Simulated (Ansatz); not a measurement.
# Sb: the cost of one run

Computed with Ansatz 0.2.0 (DFT, scalar-relativistic, functionals as named in each step, unless a step's input says otherwise).

1 further run of the same task is left out (it didn't finish).

## Step 1: The structure to begin with

It takes space group P6_3/mmc (No. 194, hexagonal). Conventional cell: a = 3.369 Å, b = 3.369 Å, c = 5.330 Å, α = 90.00°, β = 90.00°, γ = 120.00°. Sb (site symmetry -6m2) has 12 Sb at 3.30 to 3.37 Å as nearest neighbours.

As a file:

```cif
data_structure
_symmetry_space_group_name_H-M 'P 1'
_symmetry_Int_Tables_number 1
_cell_length_a 3.3690
_cell_length_b 3.3690
_cell_length_c 5.3300
_cell_angle_alpha 90.000
_cell_angle_beta 90.000
_cell_angle_gamma 120.000
_cell_volume 52.39
loop_
_atom_site_label
_atom_site_type_symbol
_atom_site_fract_x
_atom_site_fract_y
_atom_site_fract_z
_atom_site_occupancy
Sb1 Sb 0.33333 0.66667 0.25000 1
Sb2 Sb 0.66667 0.33333 0.75000 1
```

Atoms are numbered in the order of the input: Sb1, Sb2.

## Step 2: LDA, LAPW

Input file input.yaml:

```yaml
crystal:
  lattice:
    - [3.3690001795, 0.0, 0.0]
    - [-1.6845000898, 2.9176397408, 0.0]
    - [0.0, 0.0, 5.33]
  atoms:
    - { symbol: Sb, position: [0.3333333333, 0.6666666667, 0.25] }
    - { symbol: Sb, position: [0.6666666667, 0.3333333333, 0.75] }
kpoints:
  mp_grid: { grid: [12, 12, 7] }
  band_path:
    path:
      - [0.0, 0.0, 0.0]
      - [0.5, 0.0, 0.0]
      - [0.3333333333, 0.3333333333, 0.0]
      - [0.0, 0.0, 0.0]
      - [0.0, 0.0, 0.5]
      - [0.5, 0.0, 0.5]
      - [0.3333333333, 0.3333333333, 0.5]
      - [0.0, 0.0, 0.5]
      - [0.5, 0.0, 0.5]
    npoints: 5
scf:
  occupations: { method: fermi_dirac, width: 0.05 }
hamiltonian:
  xc: lda
  pseudopotentials: { kind: all_electron, lapw: { basis_error: 0.0005 } }
output:
  forces: true
  stress: true
  eigenvalues: true
```

Started as:

```bash
$ ansatz run input.yaml --threads 1 --pin off --max-ram 2048MiB --backend cpu --events-out ev --progress --plain --runs-dir out
```

What time and memory should one allow on 1 thread of Intel Xeon 6975P-C (Granite Rapids), shared host?

About 10 s, with a peak of 0.4 GiB.
